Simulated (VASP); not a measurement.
# CdS (Greenockite) (P6_3mc) in VASP: notebook, part 2 of 2

VASP 6.6.1.

## (4) Relaxation of cell and atoms, rev-vdW-DF2

The input, INCAR:

```
AGGAC = 0.0
ALGO = Fast
EDIFF = 1E-6
EDIFFG = -0.01
ENCUT = 600
GGA = MK
IBRION = 2
ISIF = 3
ISMEAR = -1
LASPH = T
LCHARG = F
LREAL = F
LUSE_VDW = T
LWAVE = F
NELM = 100
NSW = 40
PARAM1 = 0.1234
PARAM2 = 0.711357
PREC = Accurate
SIGMA = 0.05
ZAB_VDW = -1.8867
```

The input, KPOINTS:

```
k-points
0
Gamma
  7 7 4
```

The input, POSCAR:

```
CdS
1.0
    4.1500000000      0.0000000000      0.0000000000
   -2.0750000000      3.5940054257      0.0000000000
    0.0000000000      0.0000000000      6.7370000000
Cd S
2 2
Direct
    0.6666666667      0.3333333333      0.5000000000
    0.3333333333      0.6666666667      0.0000000000
    0.6666666667      0.3333333333      0.8750000000
    0.3333333333      0.6666666667      0.3750000000
```

Potentials or basis: VASP PAW PBE potentials, release 64 (Cd, S).

On the command line:

```console
$ cat potpaw_PBE.64/Cd/POTCAR potpaw_PBE.64/S/POTCAR > POTCAR
$ mpirun -np 1 vasp_std > vasp.out
```

OUTCAR:

```text
EDIFF = 1E-6
   EDIFFG = -0.01
   ENCUT = 600
   GGA = MK
   IBRION = 2
   ISIF = 3
   ISMEAR = -1
   LASPH = T
   LREAL = F
   NELM = 100
   NSW = 40
   PREC = Accurate

 ion  position               nearest neighbor table
   1  0.667  0.333  0.500-   3 2.53   4 2.54   4 2.54   4 2.54
   2  0.333  0.667  0.000-   4 2.53   3 2.54   3 2.54   3 2.54
   3  0.667  0.333  0.875-   1 2.53   2 2.54   2 2.54   2 2.54
   4  0.333  0.667  0.375-   2 2.53   1 2.54   1 2.54   1 2.54

  LATTYP: Found a hexagonal cell.
 ALAT       =     4.1500000000
 C/A-ratio  =     1.6233734940

  Lattice vectors:

 A1 = (   4.1500000000,   0.0000000000,   0.0000000000)
 A2 = (  -2.0750000000,   3.5940054257,   0.0000000000)
 A3 = (   0.0000000000,   0.0000000000,   6.7370000000)

[... 187 lines left out ...]

  FORCE on cell =-STRESS in cart. coord.  units (eV):
  Direction    XX          YY          ZZ          XY          YZ          ZX
  --------------------------------------------------------------------------------------
  -------------------------------------------------------------------------------------
  Total        0.5214571      0.5214571      0.9805185      0.0000000      0.0000000      0.0000000
  in kB        8.3144941      8.3144941     15.6341049      0.0000000      0.0000000      0.0000000
  external PRESSURE =      10.7543644 kB  Pullay stress =       0.0000000 kB
[... 107 lines left out ...]
--------------------------------------- Ionic step        4  -------------------------------------------

 number of electron      36.0000008 magnetization

 Free energy of the ion-electron system (eV)
  ---------------------------------------------------
  ext. energy  EPLUGINS =         0.00000000
  ---------------------------------------------------
  free energy    TOTEN  =        -3.88421860 eV

  energy without entropy =       -3.88421760  energy(sigma->0) =       -3.88421810

 E-fermi :   1.4822     XC(G=0):  -9.1936

 val. band max:        0.9528605625   @ k =   0.0000   0.0000   0.0000
 cond. band min:       1.9503811154   @ k =   0.0000   0.0000   0.0000
 fundamental gap:      0.9975205530
 Fermi energy:         1.4821971056

 k-point     1 :       0.0000    0.0000    0.0000
  band No.  band energies     occupation
      1     -11.2360      2.00000
      2     -10.8254      2.00000
      3      -6.6829      2.00000
      4      -6.6712      2.00000
      5      -6.6712      2.00000
      6      -6.5928      2.00000
[... 624 lines left out ...]
  energy  without entropy=       -3.8842175983  energy(sigma->0) =       -3.88421810

Total vdW correction in eV:      6.8214429

 reached required accuracy - stopping structural energy minimisation
```

OSZICAR:

```text
N       E                     dE             d eps       ncg     rms          rms(c)
DAV:   1     0.280493057512E+03    0.28049E+03   -0.19174E+04  1056   0.168E+03
DAV:   2     0.106340739911E+02   -0.26986E+03   -0.26286E+03  1200   0.378E+02
DAV:   3    -0.476424143508E+01   -0.15398E+02   -0.15338E+02  1266   0.901E+01
DAV:   4    -0.494892720186E+01   -0.18469E+00   -0.18449E+00  1224   0.984E+00
[... 32 lines left out ...]
       N       E                     dE             d eps       ncg     rms          rms(c)
DAV:   1    -0.388426794019E+01   -0.45896E-04   -0.11061E-03  1290   0.360E-01    0.547E-02
RMM:   2    -0.388422206728E+01    0.45873E-04   -0.12266E-04  1056   0.113E-01    0.189E-02
RMM:   3    -0.388421823413E+01    0.38332E-05   -0.19538E-05  1056   0.265E-02    0.141E-02
RMM:   4    -0.388421860148E+01   -0.36736E-06   -0.21117E-06   594   0.976E-03
   4 F= -.38842186E+01 E0= -.38842181E+01  d E =-.706714E-02
```

It took 4.5 min on 1 thread of Intel Xeon 6975P-C (Granite Rapids), shared host; peak memory 0.64 GiB.

What came out:

```
Free energy                            : -3.8842 eV
Relaxed volume                         : 25.58 Å³/atom
Relaxed cell                           : a = 4.169 Å, b = 4.169 Å, c = 6.796 Å, α = 90.00°, β = 90.00°, γ = 120.00°
Space group after relaxing (to 0.05 Å) : P6_3mc (No. 186)
Energy gained by relaxing              : 1.8 meV/atom
Ionic steps                            : 4
Pressure after relaxing                : 0.0 GPa
Largest force after relaxing           : 0.009 eV/Å
Band gap on the k mesh                 : 1.00 eV, direct
```

Forces in eV/Å, atoms in the order of the input:
```
Cd   0.000  0.000 -0.009
Cd   0.000  0.000 -0.009
S    0.000  0.000  0.009
S    0.000  0.000  0.009
```

Step by step:
| step | energy change (eV) | largest force (eV/Å) | pressure (GPa) | volume (Å³) |
| --- | --- | --- | --- | --- |
| 1 | 0.0000 | 0.0649 | 1.08 | 100.48 |
| 2 | -0.0064 | 0.0079 | -0.36 | 102.95 |
| 3 | -0.0071 | 0.0081 | -0.04 | 102.35 |
| 4 | -0.0071 | 0.0091 | -0.02 | 102.31 |

Final structure:
```
CELL_PARAMETERS angstrom
4.16932 0.00000 0.00000
-2.08466 3.61074 0.00000
0.00000 0.00000 6.79597
ATOMIC_POSITIONS crystal
Cd 0.66667 0.33333 0.49965
Cd 0.33333 0.66667 0.99965
S 0.66667 0.33333 0.87535
S 0.33333 0.66667 0.37535
```

Caveat: the PAW data sets were made with another functional, which shifts forces and pressure a little.

## (5) The runs side by side

| level | gap on the mesh (eV) | pressure (GPa) | relaxed volume (Å³/atom) |
| --- | --- | --- | --- |
| optB88-vdW | 0.99 | 0.0 | 25.90 |
| BEEF-vdW | 1.16 | 0.0 | 26.71 |
| rev-vdW-DF2 | 1.00 | 0.0 | 25.58 |

Alike in all rows: task relaxation of cell and atoms; potentials or basis VASP PAW PBE potentials, release 64 (Cd, S); no spin polarisation; cell relaxed; k mesh 7 × 7 × 4; cutoff (eV) 600; smearing fermi-dirac 0.05 eV.

Caveats: the PAW data sets were made with another functional, which shifts forces and pressure a little.

Total energies depend on the potentials used, so only differences within one code and one set of settings carry meaning.
